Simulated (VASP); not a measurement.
Here is a VASP 6.6.1 calculation.

INCAR

```
SYSTEM = KF
ALGO = Normal
EDIFF = 1E-7
EDIFFG = -0.02
ENCUT = 900
GGA = PE
IBRION = 2
ISIF = 3
ISMEAR = -1
LASPH = .TRUE.
LCHARG = .FALSE.
LREAL = .FALSE.
LWAVE = .FALSE.
NELM = 80
NSW = 60
PREC = Accurate
SIGMA = 0.05
```

File KPOINTS:

```
k-points
0
G
  8 8 8
  0 0 0
```

The input POSCAR:

```
KF
1.0
    0.0000000000      2.9763500000      2.9763500000
    2.9763500000      0.0000000000      2.9763500000
    2.9763500000      2.9763500000      0.0000000000
K F
1 1
Direct
    0.7500000000      0.7500000000      0.7500000000
    0.5000000000      0.5000000000      0.5000000000
```

Potentials or basis: VASP PAW PBE potentials, release 64 (K_sv, F_s).

Run with:

```console
$ cat potpaw_PBE.64/K_sv/POTCAR potpaw_PBE.64/F_s/POTCAR > POTCAR
$ mpirun -np 1 vasp_std > vasp.out
```

(1) Predict the relaxed volume.

(2) Estimate the relaxed cell.

Answers

(1) 26.45 Å³/atom.

(2) a = 4.214 Å, b = 4.214 Å, c = 4.214 Å, α = 60.00°, β = 60.00°, γ = 60.00°.
